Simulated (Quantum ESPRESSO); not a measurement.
# SiC (Moissanite) (P6_3mc) in Quantum ESPRESSO: further runs, part 3 of 4

Quantum ESPRESSO 7.5.

### Step 4. Phonons, LDA

pw.in

```
&CONTROL
  calculation = 'scf'
  prefix = 'pwscf'
  outdir = './tmp'
  pseudo_dir = './pseudo'
  tprnfor = .true.
  tstress = .true.
  disk_io = 'low'
/
&SYSTEM
  ibrav = 0
  celldm(1) = 8
  nat = 4
  ntyp = 2
  ecutwfc = 82
  nbnd = 14
  occupations = 'smearing'
  smearing = 'fd'
  degauss = 0.00367493
/
&ELECTRONS
  conv_thr = 8d-10
  electron_maxstep = 120
  mixing_beta = 0.5
/
ATOMIC_SPECIES
Si    28.0850 Si.upf
C     12.0110 C.upf
CELL_PARAMETERS alat
  0.7265996949186   0.0000000000000   0.0000000000000
 -0.3632998474593   0.6292537941719   0.0000000000000
  0.0000000000000   0.0000000000000   1.1924171846389
ATOMIC_POSITIONS crystal
Si     0.6666666667    0.3333333333    0.5000000000
Si     0.3333333333    0.6666666667    0.0000000000
C      0.6666666667    0.3333333333    0.8850000000
C      0.3333333333    0.6666666667    0.3850000000
K_POINTS automatic
6 6 2 0 0 1
```

relax.in

```
&CONTROL
  calculation = 'vc-relax'
  prefix = 'pwscf'
  outdir = './tmp'
  pseudo_dir = './pseudo'
  tprnfor = .true.
  tstress = .true.
  disk_io = 'low'
  nstep = 40
  forc_conv_thr = 0.0001
  etot_conv_thr = 1d-06
/
&SYSTEM
  ibrav = 0
  celldm(1) = 8
  nat = 4
  ntyp = 2
  ecutwfc = 82
  nbnd = 14
  occupations = 'smearing'
  smearing = 'fd'
  degauss = 0.00367493
/
&ELECTRONS
  conv_thr = 8d-10
  electron_maxstep = 120
  mixing_beta = 0.5
/
&IONS
  ion_dynamics = 'bfgs'
/
&CELL
  cell_dynamics = 'bfgs'
  press = 0
  press_conv_thr = 0.2
/
ATOMIC_SPECIES
Si    28.0850 Si.upf
C     12.0110 C.upf
CELL_PARAMETERS alat
  0.7265996949186   0.0000000000000   0.0000000000000
 -0.3632998474593   0.6292537941719   0.0000000000000
  0.0000000000000   0.0000000000000   1.1924171846389
ATOMIC_POSITIONS crystal
Si     0.6666666667    0.3333333333    0.5000000000
Si     0.3333333333    0.6666666667    0.0000000000
C      0.6666666667    0.3333333333    0.8850000000
C      0.3333333333    0.6666666667    0.3850000000
K_POINTS automatic
6 6 2 0 0 1
```

scf2.in

```
&CONTROL
  calculation = 'scf'
  prefix = 'pwscf'
  outdir = './tmp'
  pseudo_dir = './pseudo'
  tprnfor = .true.
  tstress = .true.
  disk_io = 'low'
/
&SYSTEM
  ibrav = 0
  celldm(1) = 8
  nat = 4
  ntyp = 2
  ecutwfc = 82
  nbnd = 14
  occupations = 'fixed'
/
&ELECTRONS
  conv_thr = 1d-13
  electron_maxstep = 120
  mixing_beta = 0.5
  startingpot = 'file'
  startingwfc = 'file'
/
ATOMIC_SPECIES
Si    28.0850 Si.upf
C     12.0110 C.upf
CELL_PARAMETERS alat
  0.7217628648512  -0.0000000000068   0.0000000000000
 -0.3608814324197   0.6250649764728   0.0000000000000
  0.0000000000000   0.0000000000000   1.1819315609703
ATOMIC_POSITIONS crystal
Si     0.6666666666    0.3333333332    0.5046010086
Si     0.3333333332    0.6666666666    0.0046010086
C      0.6666666666    0.3333333332    0.8803989914
C      0.3333333332    0.6666666666    0.3803989914
K_POINTS automatic
6 6 2 0 0 1
```

ph.in

```
phonons of SiC
&INPUTPH
  prefix = 'pwscf'
  outdir = './tmp'
  tr2_ph = 1d-18
  fildyn = 'dyn'
  niter_ph = 90
  alpha_mix(1) = 0.7
  epsil = .true.
/
0.0000000000 0.0000000000 0.0000000000
```

dynmat.in

```
&INPUT
  fildyn = 'dyn'
  asr = 'crystal'
  lperm = .true.
  filout = 'dynmat.disp'
  fileig = 'dynmat.eig'
/
```

dynmat_lo.in

```
&INPUT
  fildyn = 'dyn'
  asr = 'crystal'
  filout = 'dynmat_lo.disp'
  fileig = 'dynmat_lo.eig'
  q(1) = 0
  q(2) = 0
  q(3) = 1
/
```

Potentials or basis: PseudoDojo 0.4.1 SR LDA standard.

Command:

```
OMP_NUM_THREADS=1 pw.x -in pw.in > pw.out
OMP_NUM_THREADS=1 pw.x -in relax.in > relax.out
OMP_NUM_THREADS=1 pw.x -in scf2.in > scf2.out
OMP_NUM_THREADS=1 ph.x -in ph.in > ph.out
OMP_NUM_THREADS=1 dynmat.x -in dynmat.in > dynmat.out
OMP_NUM_THREADS=1 dynmat.x -in dynmat_lo.in > dynmat_lo.out
```

pw.out:

```text
This program is part of the open-source Quantum ESPRESSO suite
     for quantum simulation of materials; please cite
[... 9 lines left out ...]
     --------------------
     sticks:   dense  smooth     PW     G-vecs:    dense   smooth      PW
     Sum         757     757    223                27991    27991    4415

     Using Slab Decomposition

     bravais-lattice index     =            0
     lattice parameter (alat)  =       8.0000  a.u.
     unit-cell volume          =     279.1382 (a.u.)^3
     number of atoms/cell      =            4
     number of atomic types    =            2
     number of electrons       =        16.00
     number of Kohn-Sham states=           14
     kinetic-energy cutoff     =      82.0000  Ry
     charge density cutoff     =     328.0000  Ry
     scf convergence threshold =      8.0E-10
     mixing beta               =       0.5000
     number of iterations used =            8  plain     mixing
     Exchange-correlation= SLA  PW   NOGX NOGC
                           (   1   4   0   0   0   0   0)

     celldm(1)=   8.000000  celldm(2)=   0.000000  celldm(3)=   0.000000
     celldm(4)=   0.000000  celldm(5)=   0.000000  celldm(6)=   0.000000

     crystal axes: (cart. coord. in units of alat)
               a(1) = (   0.726600   0.000000   0.000000 )
               a(2) = (  -0.363300   0.629254   0.000000 )
               a(3) = (   0.000000   0.000000   1.192417 )

     reciprocal axes: (cart. coord. in units 2 pi/alat)
               b(1) = (  1.376274  0.794592 -0.000000 )
               b(2) = (  0.000000  1.589184  0.000000 )
               b(3) = (  0.000000 -0.000000  0.838633 )

     PseudoPot. # 1 for Si read from file:
     Si.upf
     Pseudo is Norm-conserving + core correction, Zval =  4.0
     Generated using ONCVPSP code by D. R. Hamann
     Using radial grid of 1510 points,  6 beta functions with:
                l(1) =   0
                l(2) =   0
                l(3) =   1
                l(4) =   1
                l(5) =   2
                l(6) =   2

     PseudoPot. # 2 for C  read from file:
     C.upf
     Pseudo is Norm-conserving + core correction, Zval =  4.0
     Generated using ONCVPSP code by D. R. Hamann
     Using radial grid of 1234 points,  4 beta functions with:
                l(1) =   0
                l(2) =   0
                l(3) =   1
                l(4) =   1

     atomic species   valence    mass     pseudopotential
     Si                4.00    28.08500     Si( 1.00)
     C                 4.00    12.01100     C ( 1.00)

     12 Sym. Ops. (no inversion) found ( 6 have fractional translation)

   Cartesian axes

     site n.     atom                  positions (alat units)
         1        Si     tau(   1) = (   0.3632998   0.2097513   0.5962086  )
         2        Si     tau(   2) = (  -0.0000000   0.4195025   0.0000000  )
         3        C      tau(   3) = (   0.3632998   0.2097513   1.0552892  )
         4        C      tau(   4) = (  -0.0000000   0.4195025   0.4590806  )

     number of k points=     7  Fermi-Dirac smearing, width (Ry)=  0.0037
                       cart. coord. in units 2pi/alat
        k(    1) = (   0.0000000   0.0000000   0.2096582), wk =   0.0555556
        k(    2) = (   0.0000000   0.2648640   0.2096582), wk =   0.3333333
        k(    3) = (   0.0000000   0.5297280   0.2096582), wk =   0.3333333
        k(    4) = (   0.0000000  -0.7945920   0.2096582), wk =   0.1666667
        k(    5) = (   0.2293789   0.3972960   0.2096582), wk =   0.3333333
        k(    6) = (   0.2293789   0.6621600   0.2096582), wk =   0.6666667
        k(    7) = (   0.4587579   0.7945920   0.2096582), wk =   0.1111111

     Dense  grid:    27991 G-vectors     FFT dimensions: (  36,  36,  60)

     Initial potential from superposition of free atoms

     starting charge      15.9988, renormalised to      16.0000
     Starting wfcs are   16 randomized atomic wfcs

     Self-consistent Calculation

     iteration #  1     ecut=    82.00 Ry     beta= 0.50
     Davidson diagonalization with overlap
     ethr =  1.00E-02,  avg # of iterations =  3.7

     total energy              =     -41.02996170 Ry
     estimated scf accuracy    <       0.91717113 Ry
[... 50 lines left out ...]
     iteration #  9     ecut=    82.00 Ry     beta= 0.50
     Davidson diagonalization with overlap
     ethr =  8.30E-11,  avg # of iterations =  2.9

     End of self-consistent calculation

          k = 0.0000 0.0000 0.2097 (  3525 PWs)   bands (ev):

    -5.7837  -3.5453   2.3471   7.9988   8.1625   8.1625   9.0658   9.0658
    14.4121  16.0861  16.0861  16.3200  16.7184  17.5753
[... 8 lines left out ...]
    -3.9383  -1.9071   2.2531   4.1111   4.5122   6.5949   7.9625   8.0269
    12.6875  13.7240  15.4817  17.5713  17.8117  19.2348

          k = 0.0000-0.7946 0.2097 (  3492 PWs)   bands (ev):

    -2.4684  -1.3023   0.9659   2.1510   5.3850   6.2324   7.2063   7.6539
    12.3905  12.6870  15.8692  16.3081  17.6237  19.1575

          k = 0.2294 0.3973 0.2097 (  3493 PWs)   bands (ev):
[... 11 lines left out ...]
    -1.3716  -1.3716   2.2174   2.2174   2.8638   4.7694   6.7066   6.7066
    12.9676  15.8351  15.8351  17.1173  19.4754  19.4754

     the Fermi energy is    10.1282 ev

!    total energy              =     -41.26214003 Ry
     estimated scf accuracy    <          5.4E-11 Ry
     smearing contrib. (-TS)   =      -0.00000000 Ry
     internal energy E=F+TS    =     -41.26214003 Ry

     The total energy is F=E-TS. E is the sum of the following terms:
     one-electron contribution =      10.94636847 Ry
     hartree contribution      =       4.70376124 Ry
     xc contribution           =     -15.12308054 Ry
     ewald contribution        =     -41.78918921 Ry

     convergence has been achieved in   9 iterations

     Forces acting on atoms (cartesian axes, Ry/au):

     atom    1 type  1   force =     0.00000000    0.00000000    0.02903523
     atom    2 type  1   force =     0.00000000   -0.00000000    0.02903523
     atom    3 type  2   force =     0.00000000   -0.00000000   -0.02903523
     atom    4 type  2   force =     0.00000000    0.00000000   -0.02903523

     Total force =     0.058070     Total SCF correction =     0.000000

     Computing stress (Cartesian axis) and pressure

          total   stress  (Ry/bohr**3)                   (kbar)     P=      -46.09
  -0.00019615  -0.00000000   0.00000000          -28.86       -0.00        0.00
  -0.00000000  -0.00019615   0.00000000           -0.00      -28.86        0.00
   0.00000000   0.00000000  -0.00054762            0.00        0.00      -80.56

=------------------------------------------------------------------------------=
   JOB DONE.
=------------------------------------------------------------------------------=
```

relax.out:

```text
This program is part of the open-source Quantum ESPRESSO suite
     for quantum simulation of materials; please cite
[... 9 lines left out ...]
     --------------------
     sticks:   dense  smooth     PW     G-vecs:    dense   smooth      PW
     Sum         757     757    223                27991    27991    4415
[... 1041 lines left out ...]
  -0.00000152   0.00000000  -0.00000000           -0.22        0.00       -0.00
  -0.00000000  -0.00000152  -0.00000000           -0.00       -0.22       -0.00
   0.00000000   0.00000000  -0.00000141            0.00        0.00       -0.21

=------------------------------------------------------------------------------=
   JOB DONE.
=------------------------------------------------------------------------------=
```

scf2.out:

```text
This program is part of the open-source Quantum ESPRESSO suite
     for quantum simulation of materials; please cite
[... 9 lines left out ...]
     --------------------
     sticks:   dense  smooth     PW     G-vecs:    dense   smooth      PW
     Sum         745     745    211                27307    27307    4271
[... 171 lines left out ...]
  -0.00000152   0.00000000   0.00000000           -0.22        0.00        0.00
   0.00000000  -0.00000152   0.00000000            0.00       -0.22        0.00
   0.00000000   0.00000000  -0.00000141            0.00        0.00       -0.21

=------------------------------------------------------------------------------=
   JOB DONE.
=------------------------------------------------------------------------------=
```

Wall time 6.1 min (1 thread of Intel Xeon at 2.50GHz (Skylake/Cascade Lake), shared host); peak memory 0.08 GiB.

What came out:

- Free energy: -561.4506 eV
- Relaxed volume: 10.11 Å³/atom
- Relaxed cell: a = 3.056 Å, b = 3.056 Å, c = 5.004 Å, α = 90.00°, β = 90.00°, γ = 120.00°
- Space group after relaxing (to 0.05 Å): P6_3mc (No. 186)
- Pressure after relaxing: 0.0 GPa
- Electronic dielectric tensor (diagonal): 7.31, 7.31, 7.24
- Born charges (mean of the diagonal): Si +2.72; C -2.82 e
- Highest phonon frequency at Γ, LO-TO splitting left out: 844 cm⁻¹
- Static dielectric tensor (diagonal): 10.62, 10.62, 11.27

The path:
```csv
step,energy change (eV),largest force (eV/Å),pressure (GPa),volume (Å³)
1,0.0000,0.7465,-4.61,41.36
2,-0.0466,0.2131,0.30,40.40
3,-0.0503,0.0395,0.24,40.41
4,-0.0510,0.0021,0.03,40.45
5,-0.0510,0.0001,0.00,40.46
```

Final structure:
```yaml
crystal:
  lattice:
    - [3.05552, 0.00000, 0.00000]
    - [-1.52776, 2.64616, 0.00000]
    - [0.00000, 0.00000, 5.00361]
  atoms:
    - { symbol: Si, position: [0.66667, 0.33333, 0.50460] }
    - { symbol: Si, position: [0.33333, 0.66667, 0.00460] }
    - { symbol: C, position: [0.66667, 0.33333, 0.88040] }
    - { symbol: C, position: [0.33333, 0.66667, 0.38040] }
```

Levels at points of the mesh, in eV from the valence-band top:
```
           k point  band 5  band 6  band 7  band 8  band 9  band 10  band 11  band 12
(0.00, 0.00, 0.25)   -0.94   -0.94    0.00    0.00    5.42     7.02     7.02     7.36
```

Phonon frequencies in cm⁻¹ (negative: imaginary):
```tsv
q point	frequencies
(0.000, 0.000, 0.000)	0 0 0 261 261 597 772 772 772 801 801 844
```

Electronic dielectric tensor:
```
7.31 0.00 0.00
0.00 7.31 0.00
0.00 0.00 7.24
```

Born effective charge tensors (e):
atom 1, Si
```
2.64 0.00 0.00
0.00 2.64 0.00
0.00 0.00 2.88
```
atom 2, Si
```
2.64 0.00 0.00
0.00 2.64 0.00
0.00 0.00 2.88
```
atom 3, C
```
-2.78  0.00  0.00
 0.00 -2.78  0.00
 0.00  0.00 -2.89
```
atom 4, C
```
-2.78  0.00  0.00
 0.00 -2.78  0.00
 0.00  0.00 -2.89
```

Optical modes at Γ, degenerate ones joined, polar ones without the macroscopic field:
| cm⁻¹ | components | symmetry | active in | IR intensity, summed ((D/Å)²/amu) |
| --- | --- | --- | --- | --- |
| 261 | 2 | E2 | Raman | 0.00 |
| 597 | 1 | B1 | silent | 0.00 |
| 772 | 2 | E2 | Raman | 0.00 |
| 772 | 1 | A1 | IR and Raman | 45.66 |
| 801 | 2 | E1 | IR and Raman | 80.64 |
| 844 | 1 | B1 | silent | 0.00 |

Zone-centre frequencies without and with the macroscopic field along z (cm⁻¹):
```
                      optical modes in rising order
       without  261 261 597 772 772 772 801 801 844
with the field  261 261 597 772 772 801 801 844 964
```

Static dielectric tensor, electrons and zone-centre modes:
```
10.62  0.00  0.00
 0.00 10.62  0.00
 0.00  0.00 11.27
```

Caveat: the k mesh is coarse (spacing up to 0.62 Å⁻¹), so the values aren't converged; the mesh is thin for the dielectric tensor, Born charges and intensities, which usually come out too large; the Born charges break their sum rule by 0.20 e, a sign of too thin a mesh.

(Part 3 of 4 ends here.)
